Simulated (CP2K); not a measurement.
SrO:

```
Sr O
1.0
     3.62930    0.00000    0.00000
     1.81465    3.14306    0.00000
     1.81465    1.04769    2.96331
Sr O
1 1
Cartesian
  3.6293 2.0954 1.4817
  0.0000 0.0000 0.0000
```

Base run:

```yaml
Program: CP2K 2026.2
Functional: PBE
Potentials_or_basis: POTENTIAL_UZH Sr GTH-PBE-q10, O GTH-PBE-q6; TZVP-MOLOPT-PBE-GTH basis
Density_cutoff: 12245 eV
k_mesh: 9 × 9 × 9
Occupations: fermi-dirac, width 0.05 eV
Spin: no spin polarisation
```

Its results: band gap on the k mesh 3.52 eV, indirect (least direct gap 3.61 eV); pressure 4.7 GPa.

Task: After a change of settings the same cell gave: band gap on the k mesh 3.50 eV, indirect (least direct gap 3.59 eV); pressure 2.9 GPa. Which change was it?
A. functional from PBE to LDA
B. functional from PBE to OLYP
C. functional from PBE to PW91
D. functional from PBE to rev-vdW-DF2

Result: D.

Caveats: an odd mesh through Γ misses points on the zone boundary, where band edges often lie; the basis of atomic orbitals isn't converged, which shifts pressures, moduli and gaps; the potentials were made for another functional, which shifts forces and pressure (some runs).
